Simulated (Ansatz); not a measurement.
NaCl (started from an entry of an open crystallographic database) (r2SCAN geometry), in Ansatz:

```
Na Cl
1.0
     0.00000    2.80273    2.80273
     2.80273    0.00000    2.80273
     2.80273    2.80273    0.00000
Na Cl
1 1
Direct
  0.00000 0.00000 0.00000
  0.50000 0.50000 0.50000
```

G0W0@PBE with 241 empty bands, a screening cutoff of 180 eV and a 6×6×6 mesh (PAW, contour deformation) gives 7.993 eV over the mesh points, from a PBE gap of 5.179 eV; it sums over 249 bands with 259 plane waves in the screening and a wave cutoff of 420 eV. The G0W0 figures hold for the stated bands, cutoff and mesh and aren't extrapolated. No spin polarisation and no zero-point or thermal motion.

Q: Estimate the gap with empty bands 468, screening cutoff 260 eV.

A: 8.070 eV (+0.077 eV), from a Kohn-Sham gap of 5.179 eV.

Q: Estimate the gap with frequency model Godby-Needs pole.

A: 7.976 eV (-0.017 eV), from a Kohn-Sham gap of 5.179 eV.

Q: Estimate the gap with starting point r2SCAN.

A: 8.444 eV (+0.451 eV), from a Kohn-Sham gap of 5.975 eV.
